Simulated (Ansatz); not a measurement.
# W in Ansatz: the effect of functional

Crystal: W.

```
W
1.0
    -1.58234    1.58234    1.58234
     1.58234   -1.58234    1.58234
     1.58234    1.58234   -1.58234
W
1
Direct
  0.00000 0.00000 0.00000
```

Alike in all runs:

| Property | Result |
| --- | --- |
| Program | Ansatz 0.2.0 |
| Task | projected density of states |
| Potentials or basis | Ansatz PAW |
| k mesh | 7 × 7 × 7 |
| Occupations | fermi-dirac, width 0.05 eV |
| Spin | no spin polarisation |

```csv
functional,cutoff,pressure (GPa)
LDA,420 eV (not typed: the program's choice for these potentials),-8.3
PBE,420 eV (not typed: the program's choice for these potentials),6.7
PBEsol,420 eV (not typed: the program's choice for these potentials),?
RPBE,420 eV (not typed: the program's choice for these potentials),10.6
revPBE,420 eV (not typed: the program's choice for these potentials),9.5
BLYP,420 eV (not typed: the program's choice for these potentials),16.0
r2SCAN,500 eV (not typed: the program's choice for these potentials),2.6
HSE06,420 eV (not typed: the program's choice for these potentials),1.0
PBE0,420 eV (not typed: the program's choice for these potentials),0.8
r2SCAN0,500 eV (not typed: the program's choice for these potentials),-0.9
```

Q: What does the run with functional PBEsol give?

A: Pressure -2.2 GPa.

Caveats: all runs use coarse meshes; the density of states is complete only up to the lowest level of the last band computed; the PAW data sets come from PBE, with cores solved anew for the run's functional, which leaves a small shift of forces and pressure (some runs); the thresholds are loose for stress (some runs).
